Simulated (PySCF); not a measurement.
## How well do the runs reproduce experiment for 1,3-cyclohexadiene?

**Measured values to compare with.**

From NIST CCCBDB Release 22 (SRD 101), experimental dipoles, for the gas: dipole moment 0.437 D.

The runs below try to reproduce these values; the comparison stands at the end.

1,3-cyclohexadiene, C6H8.
Atom-mapped SMILES: `[CH:1]1=[CH:2][CH2:3][CH2:4][CH:5]=[CH:6]1` (hydrogens: H7 on C1; H8 on C2; H9, H10 on C3; H11, H12 on C4; H13 on C5; H14 on C6)

Cartesian coordinates in Å at the PBE0-D3(BJ)/def2-TZVP level; atoms count from 1:
```xyz
14
C6H8 angstrom
C      0.8328    0.9507   -0.9042
C     -0.3625    1.3159   -0.4336
C     -1.0503    0.4793    0.6027
C     -0.7180   -0.9975    0.4353
C      0.7488   -1.2038    0.2052
C      1.4633   -0.2791   -0.4416
H      1.3602    1.5739   -1.6182
H     -0.8186    2.2491   -0.7466
H     -0.7164    0.8192    1.5952
H     -2.1319    0.6308    0.5757
H     -1.2632   -1.4049   -0.4300
H     -1.0616   -1.5627    1.3050
H      1.2040   -2.1400    0.5110
H      2.5144   -0.4416   -0.6540
```

The PySCF runs (gas phase, on this PBE0-D3(BJ)/def2-TZVP geometry; no spin–orbit coupling):

| level | job | basis functions |
| --- | --- | --- |
| PBE0-D3(BJ)/def2-TZVP, grid level 2 | geometry optimisation from a GFN2-xTB start shaken at random | 234 |
| B97-2/pcSseg-2 | shieldings, ring-centre shieldings | 328 |
| KT3/pcSseg-2 | shieldings, ring-centre shieldings | 328 |
| PBE0/pcSseg-2 | shieldings, ring-centre shieldings, charges and field gradients | 328 |
| wB97X-D/pcSseg-2 | shieldings, ring-centre shieldings | 328 |
| CAM-B3LYP/aug-cc-pVTZ | 10 singlets by full TDDFT, 4 Tamm–Dancoff triplets, polarisability | 460 |
| PBE0/aug-cc-pVTZ | 10 singlets by full TDDFT, 4 Tamm–Dancoff triplets, polarisability, dynamic polarisability | 460 |
| wB97X-D/aug-cc-pVTZ | 10 singlets by full TDDFT, 4 Tamm–Dancoff triplets, polarisability, ΔSCF ions | 460 |

Results beside the measurements:

**Dipole moment.** Measured: 0.437 D (NIST CCCBDB Release 22 (SRD 101), experimental dipoles).

```csv
level,computed (D),computed − measured (D),% (from the printed values)
PBE0-D3(BJ)/def2-TZVP,0.480,+0.043,+10
B97-2/pcSseg-2,0.498,+0.061,+14
KT3/pcSseg-2,0.478,+0.041,+9
PBE0/pcSseg-2,0.506,+0.069,+16
wB97X-D/pcSseg-2,0.511,+0.074,+17
CAM-B3LYP/aug-cc-pVTZ,0.494,+0.057,+13
PBE0/aug-cc-pVTZ,0.513,+0.076,+17
wB97X-D/aug-cc-pVTZ,0.507,+0.070,+16
```

All 8 levels lie above the measurement. The computed dipoles belong to one fixed geometry; measured ones are averaged over vibrations unless marked μe. Magnitudes are compared, not signs.

The geometry is computed, not the measured one. Where a level misses, the cause wasn't examined.
